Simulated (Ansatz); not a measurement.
# Si12Mo5: the cost of one run

Program: Ansatz 0.2.0. Level of theory: DFT PBEsol, scalar-relativistic, plane waves, PAW. These are calculated values, not measurements.

3 further runs of the same task are left out: 2 that didn't finish, 1 set aside as unsound or not needed.

## (1) The system as given

Symmetry: I4/mmm, No. 139, tetragonal system. The conventional cell has a = 3.190 Å, b = 3.190 Å, c = 7.821 Å, α = 90.00°, β = 90.00°, γ = 90.00°. Si (site symmetry 4mm) is surrounded by 5 Si at 2.58 to 2.62 Å and 5 Mo at 2.60 to 2.62 Å. Mo (site symmetry 4/mmm) has 10 Si at 2.60 to 2.62 Å in its first shell of neighbours.

Coordinates:

```xyz
3
Lattice="-1.5950 1.5950 3.9107 1.5950 -1.5950 3.9107 1.5950 1.5950 -3.9107" Properties=species:S:1:pos:R:3 pbc="T T T"
Si    0.0000    0.0000    2.6206
Si    0.0000    0.0000    5.2008
Mo    0.0000    0.0000    0.0000
```

It is the result of an earlier relaxation at this level (volume 13.27 Å³/atom; gap on the mesh: none (metal)).

The bulk reference comes from a run made before at the same settings: -2047.4216 eV/atom.

## (2) Cutting the (112) slab

Miller indices refer to the conventional cell of the relaxed bulk, I4/mmm (No. 139): a = 3.190 Å, b = 3.190 Å, c = 7.821 Å, α = 90.00°, β = 90.00°, γ = 90.00°.

The slab is a (112) slab, 10.4 Å thick as cut, with 15 Å of vacuum; its outer planes are Si (top) and Si (bottom).

The slab as cut. Layers, bottom to top:

```tsv
plane	atoms per cell	height over the lowest (Å)
1	Si	0.00
2	Si	0.66
3	Mo	1.31
4	Si	1.95
5	Si	2.62
6	Mo	3.26
7	Si	3.91
8	Si	4.57
9	Mo	5.22
10	Si	5.86
11	Si	6.53
12	Mo	7.17
13	Si	7.82
14	Si	8.48
15	Mo	9.13
16	Si	9.77
17	Si	10.43
```

## (3) The slab as cut, atoms at the bulk's places

The cell repeats along c, and a dipole correction in the vacuum removes the field between the copies.

File input.yaml:

```yaml
crystal:
  lattice:
    - [4.5114404978, 0.0, 0.0]
    - [0.0, 4.5146191219, 0.0]
    - [0.0, 0.0, 25.4346623742]
  atoms:
    - { symbol: Si, position: [0.5, 0.752473408, 0.2948731888] }
    - { symbol: Si, position: [0.0, 0.4971746791, 0.3210113731] }
    - { symbol: Mo, position: [0.5, 0.2496480871, 0.3463538248] }
    - { symbol: Si, position: [0.0, 0.0021214952, 0.3716962764] }
    - { symbol: Si, position: [0.5, 0.7468227662, 0.3978344607] }
    - { symbol: Mo, position: [0.0, 0.4992961743, 0.4231769124] }
    - { symbol: Si, position: [0.5, 0.2517695823, 0.448519364] }
    - { symbol: Si, position: [0.0, 0.9964708534, 0.4746575484] }
    - { symbol: Mo, position: [0.5, 0.7489442614, 0.5] }
    - { symbol: Si, position: [0.0, 0.5014176694, 0.5253424516] }
    - { symbol: Si, position: [0.5, 0.2461189405, 0.551480636] }
    - { symbol: Mo, position: [0.0, 0.9985923485, 0.5768230876] }
    - { symbol: Si, position: [0.5, 0.7510657565, 0.6021655393] }
    - { symbol: Si, position: [0.0, 0.4957670276, 0.6283037236] }
    - { symbol: Mo, position: [0.5, 0.2482404356, 0.6536461752] }
    - { symbol: Si, position: [0.0, 0.0007138437, 0.6789886269] }
    - { symbol: Si, position: [0.5, 0.7454151147, 0.7051268112] }
basis:
  ecutwfc: 420
kpoints:
  mp_grid: { grid: [8, 8, 1] }
hamiltonian:
  xc: pbesol
scf:
  occupations: { method: gaussian, width: 0.1 }
output:
  forces: true
  stress: true
  eigenvalues: true
  write_density: true
  write_potential: true
  elf: true
  volumetric_format: npy
efield:
  axis: 3
  dipole_correction: true
  ramp_width: 0.04
```

On the command line:

```console
$ ansatz run input.yaml --threads 2 --pin off --max-ram 5120MiB --backend cpu --events-out ev --progress --plain --runs-dir out
```

Q: Estimate wall time and peak memory on 2 threads of Intel Xeon 6975P-C (Granite Rapids), shared host.

About 47 s, with a peak of 1.2 GiB.
